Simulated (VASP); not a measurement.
# NaH (Fm-3m) in VASP: notebook

Runs on NaH. Level: PBE. Tasks: single point.

Program: VASP 6.6.1. These are calculated values, not measurements. Logs are shortened: lines on timing, memory, paths and dates and some standing lists are left out, and cuts for length are marked.

### Step 1. Starting point

The structure is cubic, space group Fm-3m (No. 225). The conventional cell has a = 4.880 Å, b = 4.880 Å, c = 4.880 Å, α = 90.00°, β = 90.00°, γ = 90.00°. Around Na (site symmetry m-3m) lie 6 H at 2.44 Å. Around H (site symmetry m-3m) lie 6 Na at 2.44 Å.

### Step 2. Single point, PBE

INCAR reads:

```
SYSTEM = NaH
PREC = Low
ENCUT = 450
EDIFF = 1E-6
ISMEAR = 0
SIGMA = 0.05
LREAL = .False.
LASPH = .True.
NELM = 100
ALGO = Normal
ISIF = 2
LWAVE = .False.
LCHARG = .False.
GGA = PE
NBANDS = 11
ADDGRID = .False.
```

KPOINTS reads:

```
Automatic mesh
0
Gamma
  5 5 5
  0 0 0
```

POSCAR reads:

```
NaH
1.0
    0.0000000000      2.4400000000      2.4400000000
    2.4400000000      0.0000000000      2.4400000000
    2.4400000000      2.4400000000      0.0000000000
Na H
1 1
Direct
   -0.0187210000      0.0228060000      0.0160610000
    0.4668300000      0.5164870000      0.5214060000
```

Potentials or basis: VASP PAW PBE potentials, release 64 (Na_pv, H).

Started as:

```
$ cat potpaw_PBE.64/Na_pv/POTCAR potpaw_PBE.64/H/POTCAR > POTCAR
$ mpirun -np 1 vasp_std > vasp.out
```

OUTCAR:

```text
SYSTEM = NaH
   PREC = Low
   ENCUT = 450
   EDIFF = 1E-6
   ISMEAR = 0
   LREAL = .False.
   LASPH = .True.
   NELM = 100
   ISIF = 2
   GGA = PE

 Found     63 irreducible k-points:

 Following reciprocal coordinates:
            Coordinates               Weight
  0.000000  0.000000  0.000000      1.000000
  0.200000  0.000000  0.000000      2.000000
  0.000000  0.200000  0.000000      2.000000
  0.000000  0.000000  0.200000      2.000000
  0.200000  0.200000  0.200000      2.000000
  0.400000  0.000000  0.000000      2.000000
   k-points           NKPTS =     63   k-points in BZ     NKDIM =     63   number of bands    NBANDS=     11
   number of dos      NEDOS =    301   number of ions     NIONS =      2
   total plane-waves  NPLWV =   5832
   dimension x,y,z NGX =    18 NGY =   18 NGZ =   18
   dimension x,y,z NGXF=    18 NGYF=   18 NGZF=   18
   ions per type =               1   1
   NGX,Y,Z   is equivalent  to a cutoff of   8.67,  8.67,  8.67 a.u.
   NGXF,Y,Z  is equivalent  to a cutoff of   8.67,  8.67,  8.67 a.u.
 SYSTEM =  NaH
   PREC   = low       normal or accurate (medium, high low for compatibility)
   ISTART =      0    job   : 0-new  1-cont  2-samecut
   ICHARG =      2    charge: 1-file 2-atom 10-const
   ISPIN  =      1    spin polarized calculation?
   LNONCOLLINEAR =      F non collinear calculations
   LSORBIT =      F    spin-orbit coupling
   LASPH  =      T    aspherical Exc in radial PAW
   ENCUT  =  450.0 eV  33.07 Ry    5.75 a.u.   5.97  5.97  5.97*2*pi/ulx,y,z
   NELM   =    100;   NELMIN=  2; NELMDL= -5     # of ELM steps
   EDIFF  = 0.1E-05   stopping-criterion for ELM
   LREAL  =      F    real-space projection
   EDIFFG = 0.1E-04   stopping-criterion for IOM
   NSW    =      0    number of steps for IOM
   IBRION =     -1    ionic relax: 0-MD 1-quasi-New 2-CG
   NFREE  =      0    steps in history (QN), initial steepest desc. (CG)
   ISIF   =      2    stress and relaxation
   ISYM   =      2    0-nonsym 1-usesym 2-fastsym
   POTIM  = 0.5000    time-step for ionic-motion
   TEBEG  =    0.0;   TEEND  =   0.0 temperature during run
   PSTRESS=    0.0 pullay stress
   NELECT =       8.0000    total number of electrons
   NUPDOWN=      -1.0000    fix difference up-down
   EMIN   =  10.00;   EMAX   =-10.00  energy-range for DOS
   EFERMI =   0.00;   METHOD = LEGACY
   ISMEAR =     0;   SIGMA  =   0.05  broadening in eV -4-tet -1-fermi 0-gaus
   EFERMI_NEDOS =   21; number of points for ismear=-14 and -15
   IALGO  =     38    algorithm
   IMIX   =      4    mixing-type and parameters
     AMIX     =   0.40;   BMIX     =  1.00
     AMIX_MAG =   1.60;   BMIX_MAG =  1.00
  volume/ion in A,a.u.               =      14.53        98.03
  Fermi-wavevector in a.u.,A,eV,Ry     =   1.065054  2.012660 15.433636  1.134340
  Thomas-Fermi vector in A             =   2.200593
   LORBIT       =      0    0 simple, 1 ext, 2 COOP (PROOUT), +10 PAW based schemes
   GGA     = PE    functional components
   LHFCALC =     F    Hartree Fock is set to
   AEXX    =    0.0000 exact exchange contribution
   IVDW    =     0    specifies the selected vdW correction
   LEPSILON=     F    determine dielectric tensor
   LRPA    =     F    only Hartree local field effects (RPA)
 non-spin polarized calculation
 Gauss-broadening in eV      SIGMA  =   0.05
  energy-cutoff  :      450.00
  volume of cell :       29.05
 maximum number of plane-waves:       639
   NGX = 11   NGY = 11   NGZ = 11

 number of electron       8.0000222 magnetization

 Free energy of the ion-electron system (eV)
  ---------------------------------------------------
  ext. energy  EPLUGINS =         0.00000000
  ---------------------------------------------------
  free energy    TOTEN  =        -5.09178183 eV

  energy without entropy =       -5.09178183  energy(sigma->0) =       -5.09178183

 E-fermi :  -1.0770     XC(G=0):  -7.6630

 val. band max:       -1.2975855596   @ k =   0.2000  -0.4000  -0.4000
 cond. band min:       3.2367003431   @ k =   0.4000   0.4000   0.4000
 fundamental gap:      4.5342859027
 Fermi energy:        -1.0770210487

 k-point     1 :       0.0000    0.0000    0.0000
  band No.  band energies     occupation
      1     -23.3649      2.00000
      2     -23.3606      2.00000
      3     -23.3601      2.00000
      4      -4.7320      2.00000
      5       8.9633      0.00000
      6      14.1803      0.00000
      7      14.1837      0.00000
      8      14.1956      0.00000
      9      14.9740      0.00000
     10      14.9873      0.00000
     11      14.9951      0.00000

 k-point     2 :       0.2000    0.0000    0.0000
  band No.  band energies     occupation
      1     -23.3907      2.00000
      2     -23.3681      2.00000
      3     -23.3638      2.00000
      4      -4.0753      2.00000
      5       6.8713      0.00000
      6      10.5629      0.00000
      7      12.8699      0.00000
      8      12.8757      0.00000
      9      16.2162      0.00000
     10      16.2330      0.00000
     11      16.8470      0.00000

 k-point     3 :       0.0000    0.2000    0.0000
  band No.  band energies     occupation
      1     -23.3906      2.00000
      2     -23.3679      2.00000
      3     -23.3640      2.00000
      4      -4.0753      2.00000
      5       6.8719      0.00000
      6      10.5609      0.00000
      7      12.8703      0.00000
      8      12.8788      0.00000
      9      16.2133      0.00000
     10      16.2308      0.00000
     11      16.8477      0.00000

 k-point     4 :       0.0000    0.0000    0.2000
  band No.  band energies     occupation
      1     -23.3904      2.00000
      2     -23.3679      2.00000
      3     -23.3642      2.00000
      4      -4.0753      2.00000
      5       6.8722      0.00000
      6      10.5601      0.00000
      7      12.8723      0.00000
      8      12.8775      0.00000
      9      16.2179      0.00000
     10      16.2265      0.00000
     11      16.8468      0.00000

 k-point     5 :       0.2000    0.2000    0.2000
  band No.  band energies     occupation
      1     -23.3944      2.00000
      2     -23.3643      2.00000
      3     -23.3637      2.00000
      4      -4.0749      2.00000
      5       6.8623      0.00000
      6      10.5755      0.00000
      7      12.8646      0.00000
      8      12.8684      0.00000
      9      16.2348      0.00000
     10      16.2400      0.00000
     11      16.8530      0.00000

 k-point     6 :       0.4000    0.0000    0.0000
  band No.  band energies     occupation
      1     -23.4375      2.00000
      2     -23.3738      2.00000
      3     -23.3694      2.00000
      4      -2.4850      2.00000
      5       3.2492      0.00000
      6       9.4893      0.00000
      7      12.1006      0.00000
      8      12.1089      0.00000
      9      15.0458      0.00000
     10      15.0653      0.00000
     11      17.4411      0.00000

 [... further k-points ...]

------------------------ aborting loop because EDIFF is reached ----------------------------------------

  FORCE on cell =-STRESS in cart. coord.  units (eV):
  Direction    XX          YY          ZZ          XY          YZ          ZX
  --------------------------------------------------------------------------------------
  -------------------------------------------------------------------------------------
  Total       -0.1232100     -0.1204800     -0.1057406      0.0102509      0.0153004      0.0165804
  in kB       -6.7944920     -6.6439438     -5.8311338      0.5652950      0.8437475      0.9143378
  external PRESSURE =      -6.4231898 kB  Pullay stress =       0.0000000 kB

 VOLUME and BASIS-vectors are now :
 -----------------------------------------------------------------------------
  energy-cutoff  :      450.00
  volume of cell :       29.05
      direct lattice vectors                 reciprocal lattice vectors
     0.000000000  2.440000000  2.440000000    -0.204918033  0.204918033  0.204918033
     2.440000000  0.000000000  2.440000000     0.204918033 -0.204918033  0.204918033
     2.440000000  2.440000000  0.000000000     0.204918033  0.204918033 -0.204918033

 POSITION                                       TOTAL-FORCE (eV/Angst)
 -----------------------------------------------------------------------------------
      0.09484      2.43351      2.44997         0.008036     -0.015369     -0.035540
      2.53246      2.41130      2.39929        -0.008036      0.015369      0.035540
 -----------------------------------------------------------------------------------
    total drift:                                0.009906     -0.002629      0.003495

  FREE ENERGIE OF THE ION-ELECTRON SYSTEM (eV)
  ---------------------------------------------------
  free  energy   TOTEN  =        -5.0917818328 eV

  energy  without entropy=       -5.0917818327  energy(sigma->0) =       -5.09178183
```

Wall time 6.1 s (1 thread of Intel Xeon Platinum 8259CL at 2.50GHz (Skylake/Cascade Lake), shared host); peak memory 0.11 GiB.

These settings aren't checked as converged: the numbers below hold their error.

Results:

| Item | Value |
| --- | --- |
| Free energy | -5.0918 eV |
| Pressure | -0.6 GPa |
| Largest force | 0.040 eV/Å |
| Band gap on the k mesh | 4.53 eV, indirect (least direct gap 5.02 eV) |

Caveat: the k mesh is coarse (spacing up to 0.45 Å⁻¹), so the values aren't converged; an odd mesh through Γ misses points on the zone boundary, where band edges often lie.

(Continued in part 2 of 2.)
